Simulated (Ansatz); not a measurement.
A relaxed cell of Ba is given with its symmetry left out. The cell was found from a structure generator's guess, not taken from experiment.

Method: Ansatz 0.2.0, DFT PBE, scalar-relativistic, plane waves, PAW. Cutoff 420 eV, Γ-centred mesh, Gaussian smearing, no spin polarisation.

```xyz
2
Lattice="4.4604 0.0000 0.0000 -2.2302 3.8628 0.0000 0.0000 0.0000 7.3553" Properties=species:S:1:pos:R:3 pbc="T T T"
Ba    0.0000    2.5752    5.5164
Ba    2.2302    1.2876    1.8388
```

Energies count from the standard state of Ba at the same level.

**Question.** Find its symmetry and describe it.

**Answer.** P6_3/mmc (No. 194), the hcp type. Conventional cell: a = 4.460 Å, c = 7.355 Å. Around Ba lie 12 Ba at 4.46–4.49 Å.

**Question.** How far does it lie from the standard state of Ba?

**Answer.** +0.01 eV/atom. So it is a metastable form at best.

**Question.** Is it a metal?

**Answer.** Yes, bands cross the Fermi level on the 12×12×8 mesh.

The last run used a 12×12×8 mesh (in the run's order of axes) for its 2-atom cell and Gaussian smearing of 0.10 eV. The k mesh leaves some 4 meV/atom of noise in the energy of each metallic cell. Symmetry constrained the relaxation, so the result can be a saddle point.
